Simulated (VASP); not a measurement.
Wanted: the native input for a VASP 6.6.1 run.

- Task: band structure
- Functional: r2SCAN
- Potentials or basis: VASP PAW PBE potentials, release 64 (Te, Mo_sv)
- Cutoff: 520 eV
- k mesh: 12 × 12 × 1
- Occupations: gaussian, width 0.03 eV
- Spin: no spin polarisation
- Dipole correction: yes
- Further INCAR settings: ALGO = All; EDIFF = 1e-06; NBANDS = 49

The structure of Te2Mo lies in POSCAR:

```
Te2Mo                                   
1.0
    3.4975412647     -0.0000000000      0.0000000000
   -1.7487706323      3.0289595903      0.0000000000
    0.0000000000      0.0000000000     35.5787888000
  Te              Mo            
     6     3
Direct
     0.3333333300000021    0.6666666699999979    0.2564338715379016
     0.3333333300000021    0.6666666699999979    0.3586867255375795
     0.6666666699999979    0.3333333300000021    0.4489105478257184
     0.6666666699999979    0.3333333300000021    0.5510894521742816
     0.3333333300000021    0.6666666699999979    0.6413132744624205
     0.3333333300000021    0.6666666699999979    0.7435661284620985
     0.6666666699999979    0.3333333300000021    0.3075295093185085
     0.3333333300000021    0.6666666699999979    0.5000000000000000
     0.6666666699999979    0.3333333300000021    0.6924704906814915
```

One way to write it, as run:

INCAR

```
SYSTEM = Te2Mo
  ALGO = All
  AMIN = 0.01
  DIPOL = 0.5 0.5 0.500
  EDIFF = 1E-6
  ENCUT = 520
  IDIPOL = 3
  ISIF = 2
  ISMEAR = 0
  KPAR = 4
  LASPH = .TRUE.
  LCHARG = .FALSE.
  LDIPOL = .TRUE.
  LMAXMIX = 4
  LMIXTAU = .TRUE.
  LREAL = .FALSE.
  LVACPOTAV = .TRUE.
  LVHAR = .TRUE.
  LWAVE = .FALSE.
  METAGGA = R2SCAN
  NBANDS = 49
  NELM = 120
  PREC = Accurate
  SIGMA = 0.03
```

KPOINTS

```
k-points
0
G
  12 12 1
  0 0 0
```

KPOINTS_OPT

```
explicit points
67
Reciprocal
 0.0000000000  0.0000000000  0.0000000000 1
 0.0357142900  0.0000000000  0.0000000000 1
 0.0714285700  0.0000000000  0.0000000000 1
 0.1071428600  0.0000000000  0.0000000000 1
 0.1428571400  0.0000000000  0.0000000000 1
 0.1785714300  0.0000000000  0.0000000000 1
 0.2142857100  0.0000000000  0.0000000000 1
 0.2500000000  0.0000000000  0.0000000000 1
 0.2857142900  0.0000000000  0.0000000000 1
 0.3214285700  0.0000000000  0.0000000000 1
 0.3571428600  0.0000000000  0.0000000000 1
 0.3928571400  0.0000000000  0.0000000000 1
 0.4285714300  0.0000000000  0.0000000000 1
 0.4642857100  0.0000000000  0.0000000000 1
 0.5000000000  0.0000000000  0.0000000000 1
 0.4791666700  0.0416666700  0.0000000000 1
 0.4583333300  0.0833333300  0.0000000000 1
 0.4375000000  0.1250000000  0.0000000000 1
 0.4166666700  0.1666666700  0.0000000000 1
 0.3958333300  0.2083333300  0.0000000000 1
 0.3750000000  0.2500000000  0.0000000000 1
 0.3541666700  0.2916666700  0.0000000000 1
 0.3333333300  0.3333333300  0.0000000000 1
 0.3137254900  0.3137254900  0.0000000000 1
 0.2941176500  0.2941176500  0.0000000000 1
 0.2745098000  0.2745098000  0.0000000000 1
 0.2549019600  0.2549019600  0.0000000000 1
 0.2352941200  0.2352941200  0.0000000000 1
 0.2156862700  0.2156862700  0.0000000000 1
 0.1960784300  0.1960784300  0.0000000000 1
 0.1764705900  0.1764705900  0.0000000000 1
 0.1568627500  0.1568627500  0.0000000000 1
 0.1372549000  0.1372549000  0.0000000000 1
 0.1176470600  0.1176470600  0.0000000000 1
 0.0980392200  0.0980392200  0.0000000000 1
 0.0784313700  0.0784313700  0.0000000000 1
 0.0588235300  0.0588235300  0.0000000000 1
 0.0392156900  0.0392156900  0.0000000000 1
 0.0196078400  0.0196078400  0.0000000000 1
 0.0000000000  0.0000000000  0.0000000000 1
 0.0000000000  0.0000000000  0.0000000000 1
 0.0067192700 -0.0033596300  0.0000000000 1
-0.0067192700  0.0033596300  0.0000000000 1
 0.0195978600 -0.0097989300  0.0000000000 1
-0.0195978600  0.0097989300  0.0000000000 1
 0.0000000000  0.0058190600  0.0000000000 1
-0.0000000000 -0.0058190600  0.0000000000 1
 0.0000000000  0.0169722500  0.0000000000 1
-0.0000000000 -0.0169722500  0.0000000000 1
 0.5000000000  0.0000000000  0.0000000000 1
 0.5067192700 -0.0033596300  0.0000000000 1
 0.4932807300  0.0033596300  0.0000000000 1
 0.5195978600 -0.0097989300  0.0000000000 1
 0.4804021400  0.0097989300  0.0000000000 1
 0.5000000000  0.0058190600  0.0000000000 1
 0.5000000000 -0.0058190600  0.0000000000 1
 0.5000000000  0.0169722500  0.0000000000 1
 0.5000000000 -0.0169722500  0.0000000000 1
 0.3333333300  0.3333333300  0.0000000000 1
 0.3400526000  0.3299737000  0.0000000000 1
 0.3266140600  0.3366929600  0.0000000000 1
 0.3529311900  0.3235344000  0.0000000000 1
 0.3137354700  0.3431322600  0.0000000000 1
 0.3333333300  0.3391523900  0.0000000000 1
 0.3333333300  0.3275142700  0.0000000000 1
 0.3333333300  0.3503055800  0.0000000000 1
 0.3333333300  0.3163610800  0.0000000000 1
```

Potentials or basis: VASP PAW PBE potentials, release 64 (Te, Mo_sv).

Launch:

```bash
$ cat potpaw_PBE.64/Te/POTCAR potpaw_PBE.64/Mo_sv/POTCAR > POTCAR
$ mpirun -np 4 vasp_std > vasp.out
```

Results of the run:

```json
{
  "Largest force": "0.288 eV/Å",
  "Band gap on the k mesh": "0.88 eV, indirect (least direct gap 1.21 eV)",
  "Band gap along the path": "0.83 eV, indirect (least direct gap 1.21 eV)",
  "Ionisation potential of the upper face": "4.80 eV"
}
```

Caveat: the PAW data sets were made with another functional, which shifts forces and pressure a little; spin-orbit coupling is left out, which moves the levels of the heavy elements.

Wall time 18 min on 4 MPI ranks on Intel(R) Xeon(R) 6975P-C (Granite Rapids) (shared host), peak memory 1.2 GiB a rank.
